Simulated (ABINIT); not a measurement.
**WS2 in ABINIT: convergence with pawecutdg**

Input of the first run (pawecutdg 20 Ha); the others differ in this setting and in those tied to it:

run.abi

```
pp_dirpath "./"
pseudos "W.GGA_PBE-JTH.xml, S.GGA_PBE-JTH.xml"

acell 6.0159740246 6.0159740245 32.0319498662
rprim
     1.0000000000     0.0000000000     0.0000000000
    -0.5000000000     0.8660254038     0.0000000000
     0.0000000000     0.0000000000     1.0000000000
ntypat 2
znucl 74 16
natom 3
typat 1 2 2
xred
     0.0000000000     0.0000000000     0.0000000000
     0.3333333333     0.6666666667     0.0920005100
     0.3333333333     0.6666666667     0.9079994900

ecut 20.0
pawecutdg 20.0
pawxcdev 0

kptopt 1
ngkpt 10 10 2
nshiftk 1
shiftk 0.0 0.0 0.0

ixc 11

nband 17
occopt 7
tsmear 0.1 eV

nstep 100
tolvrs 1.0e-9

iomode 3
prtwf 0
prtden 0
prteig 0
prtebands 0
enunit 1
```

Potentials or basis: JTH PAW PBE v2.0.

Command:

```console
$ abinit run.abi > log 2>&1
```

Hardware: 1 thread of Arm Neoverse V1, on a shared host.

```csv
pawecutdg,"energy less the tightest run, at zero smearing (meV/atom)",largest force (eV/Å),SCF cycles,CPU time (s),peak memory (GiB)
20 Ha,-4.66,0.301,32,170,0.18
24,-1.46,0.290,28,150,0.18
30,-0.23,0.282,33,180,0.18
36,-0.92,0.287,28,160,0.21
44,-0.25,0.276,29,160,0.21
54,0.03,0.283,29,160,0.24
66,0.00,0.273,31,170,0.3
```

Against the tightest run, the energy stays within 1 meV/atom from 30 on. Not settled before the last step: the largest force (to 0.005 eV/Å). The tightest run that finished is the yardstick and may itself not be fully converged.
